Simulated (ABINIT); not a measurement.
## ZnO (zincite) in ABINIT: the effect of functional

The system is ZnO (zincite).

```
CELL_PARAMETERS angstrom
3.24931 0.00000 0.00000
-1.62465 2.81398 0.00000
0.00000 0.00000 5.20571
ATOMIC_POSITIONS crystal
Zn 0.66667 0.33333 0.00000
Zn 0.33333 0.66667 0.50000
O 0.33333 0.66667 0.87901
O 0.66667 0.33333 0.37901
```

Alike in all runs:

| Property | Result |
| --- | --- |
| Program | ABINIT 10.8.3 (patched build) |
| Task | single point |
| Potentials or basis | JTH PAW PBE v2.0 |
| Cutoff | 762 eV |
| k mesh | 9 × 9 × 5 |
| Occupations | fermi-dirac, width 0.05 eV |
| Spin | no spin polarisation |

Question: One run gave: gap on the mesh 0.87 eV; pressure 7.5 GPa. Which functional did it use?
A. WC
B. SCAN
C. PW91
D. PBEsol
E. revPBE

Answer: E.

| functional | gap on the mesh (eV) | pressure (GPa) |
| --- | --- | --- |
| LDA | 0.72 | -7.6 |
| PBEsol | 0.68 | -2.1 |
| RPBE | 0.89 | 8.7 |
| BLYP | 0.96 | 8.8 |
| AM05 | 0.81 | -1.5 |
| r2SCAN | 1.21 | -1.2 |
| SCAN | 1.14 | -2.3 |
| revPBE | 0.87 | 7.5 |
| PW91 | 0.81 | 3.4 |
| WC | 0.68 | -2.1 |

Caveats: the PAW data sets were made with another functional, which shifts forces and pressure a little.

Runs at the PBE level aren't shown here.
